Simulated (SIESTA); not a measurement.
**C in SIESTA: the effect of functional**

The system is C.

```
C
1.0
     0.00000    1.78337    1.78337
     1.78337    0.00000    1.78337
     1.78337    1.78337    0.00000
C
2
Direct
  0.75000 0.75000 0.75000
  0.50000 0.50000 0.50000
```

This isn't the form of C at room conditions, which is graphite.

Alike in all runs:

```yaml
Program: SIESTA 5.4.2
Task: band structure
Potentials_or_basis: PseudoDojo 0.4 standard (PBE files)
Basis: DZP (energy shift 0.003 Ry)
Grid_cutoff: 500 Ry
Energy_shift: 0.003 Ry
k_mesh: 13 × 13 × 13
Occupations: fermi-dirac, width 0.05 eV
Spin: no spin polarisation
```

Problem. One run gave: gap on the mesh 4.73 eV; pressure 30.7 GPa. Which functional did it use?
A. vdW-DF-cx
B. vdW-DF2
C. vdW-DF
D. vdW-DF-C09
E. optB88-vdW

Solution. B.

```tsv
functional	gap on the mesh (eV)	pressure (GPa)
vdW-DF	4.56	20.2
vdW-DF2	4.73	30.7
optB88-vdW	4.40	14.9
vdW-DF-C09	4.21	7.5
vdW-DF-cx	4.23	8.4
VV10	4.43	18.9
```

Caveats: the potentials were made for another functional, which shifts forces and pressure; the basis of atomic orbitals isn't converged, which shifts pressures, moduli and gaps; a pressure of tens of GPa on the cell as given is suspect, and the run, the potentials or the cell itself is likely at fault (some runs); the non-local part is tabulated coarsely and may be off by about a percent (some runs).

Runs at the PBE level aren't shown here.
